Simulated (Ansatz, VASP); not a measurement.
**BaS: VASP beside Ansatz**

INCAR

```
PREC = Accurate
ENCUT = 520
EDIFF = 1E-8
ISMEAR = -1
SIGMA = 0.02
LREAL = F
LASPH = T
NELM = 100
ALGO = Normal
ISIF = 2
LWAVE = F
LCHARG = F
GGA = PS
LEFG = T
NBANDS = 15
```

The input KPOINTS:

```
Automatic mesh
0
Gamma
  8 8 8
```

Contents of POSCAR:

```
BaS
1.0
   -0.0638750000      3.1618125000      3.1618125000
    3.1618125000     -0.0638750000      3.1618125000
    3.1618125000      3.1618125000     -0.0638750000
Ba S
1 1
Direct
    0.0000000000      0.0000000000      0.0000000000
    0.5000000000      0.5000000000      0.5000000000
```

Input for Ansatz:

```yaml
crystal:
  lattice:
    - [-0.063875, 3.1618125, 3.1618125]
    - [3.1618125, -0.063875, 3.1618125]
    - [3.1618125, 3.1618125, -0.063875]
  atoms:
    - { symbol: Ba, position: [0.0, 0.0, 0.0] }
    - { symbol: S, position: [0.5, 0.5, 0.5] }
kpoints:
  mp_grid: { grid: [8, 8, 8] }
scf:
  occupations: { method: fermi_dirac, width: 0.02 }
hamiltonian:
  xc: pbesol
  pseudopotentials: { kind: all_electron, datasets: crystal }
output:
  forces: true
  stress: true
  eigenvalues: true
  efg: { contact_densities: true }
```

Change from the starting cell: equal xy, yz and zx shear strains of -2 %, crystal datasets.

Alike in both runs: task electric field gradients; functional PBEsol; k mesh 8 × 8 × 8; occupations fermi-dirac, width 0.02 eV; no spin polarisation.

|  | VASP | Ansatz |
| --- | --- | --- |
| version | VASP 6.6.1 | Ansatz 0.2.0 |
| potentials or method | VASP PAW PBE potentials, release 64 (Ba_sv, S) | all-electron PAW with datasets made for the crystal, scalar-relativistic |
| plane-wave cutoff (eV) | 520 | see its input |

```csv
,VASP,Ansatz,Ansatz less VASP
gap on the k mesh at the Fermi level (eV),1.93,2.03,+0.099
pressure (GPa),-0.5,-1.2,-0.62
largest component of the traceless stress (GPa),0.35,0.36,+0.001
Vzz of the field gradient on the site that differs most (V/Å²),13.6,13.7,+0.05
```

Ansatz ran all-electron here, so the differences hold the error of VASP's frozen core and of both bases. Ansatz warned: «gradients_without_spin_orbit».

Caveats: the PAW data sets were made with another functional, which shifts forces and pressure a little (VASP); spin-orbit coupling is left out, which moves the levels of the heavy elements. A k mesh can miss the band edges.
